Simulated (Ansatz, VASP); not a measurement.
# C in VASP and in Ansatz

The input INCAR:

```
SYSTEM = C
  PREC = Accurate
  ENCUT = 600
  EDIFF = 1E-6
  ISMEAR = 0
  SIGMA = 0.02
  LREAL = .False.
  LASPH = .True.
  NELM = 100
  ALGO = Normal
  ISIF = 3
  LWAVE = .False.
  LCHARG = .False.
  GGA = PE
  IBRION = 2
  NSW = 100
  EDIFFG = -0.01
```

The input KPOINTS:

```
regular mesh
0
Gamma
  8 8 8
  0 0 0
```

The input POSCAR:

```
C
1.0
    3.5570727531      0.0000000000      0.0000000000
   -1.1505170000      3.7354162644      0.0000000000
   -0.5152261515     -0.2278394296      3.9968055683
C
8
Direct
    0.2424745925      0.4299154507      0.7860403758
    0.5896923059      0.0429840717      0.0397520389
    0.8909061774      0.4470667387      0.5600039173
    0.2795772214      0.0682557785      0.7104361758
    0.8855890997      0.4048402734      0.9636702065
    0.6549572854      0.6987723409      0.9017434277
    0.8516465200      0.8265001301      0.6028527919
    0.6051567977      0.0816652160      0.4355010662
```

Input for Ansatz:

```yaml
crystal:
  lattice:
    - [3.5570727531, 0.0, 0.0]
    - [-1.150517, 3.7354162644, 0.0]
    - [-0.5152261515, -0.2278394296, 3.9968055683]
  atoms:
    - { symbol: C, position: [0.2424745925, 0.4299154507, 0.7860403758] }
    - { symbol: C, position: [0.5896923059, 0.0429840717, 0.0397520389] }
    - { symbol: C, position: [0.8909061774, 0.4470667387, 0.5600039173] }
    - { symbol: C, position: [0.2795772214, 0.0682557785, 0.7104361758] }
    - { symbol: C, position: [0.8855890997, 0.4048402734, 0.9636702065] }
    - { symbol: C, position: [0.6549572854, 0.6987723409, 0.9017434277] }
    - { symbol: C, position: [0.85164652, 0.8265001301, 0.6028527919] }
    - { symbol: C, position: [0.6051567977, 0.081665216, 0.4355010662] }
basis:
  ecutwfc: 420
kpoints:
  mp_grid: { grid: [8, 8, 8] }
hamiltonian:
  xc: pbe
scf:
  occupations: { method: gaussian, width: 0.02 }
output:
  forces: true
  stress: true
  eigenvalues: true
relax:
  adjacent_minimum: "off"
  f_tol: 0.01
  max_steps: 80
  cell: { stress_tol: 0.05 }
```

Change from the starting cell: the structure that the rattled fcc type (Fm-3m, No. 225) fell into.

Alike in both runs: task relaxation of cell and atoms; functional PBE; k mesh 8 × 8 × 8; occupations gaussian, width 0.02 eV; no spin polarisation.

|  | VASP | Ansatz |
| --- | --- | --- |
| version | VASP 6.6.1 | Ansatz 0.2.0 |
| potentials or method | VASP PAW PBE potentials, release 64 (C) | scalar-relativistic, plane waves, PAW |
| plane-wave cutoff (eV) | 600 | 420 |
| valence electrons in the cell | 32 | 32 |

VASP gave:

```
gap on the k mesh at the Fermi level, each at its own relaxed structure (eV) : 2.08
relaxed volume (Å³/atom)                                                     : 6.63
relaxed cell length with the largest relative difference (Å)                 : 4.035
```

Q: Estimate Ansatz's values.

A: gap on the k mesh at the Fermi level, each at its own relaxed structure (eV): 2.13; relaxed volume (Å³/atom): 6.64; relaxed cell length with the largest relative difference (Å): 4.037.
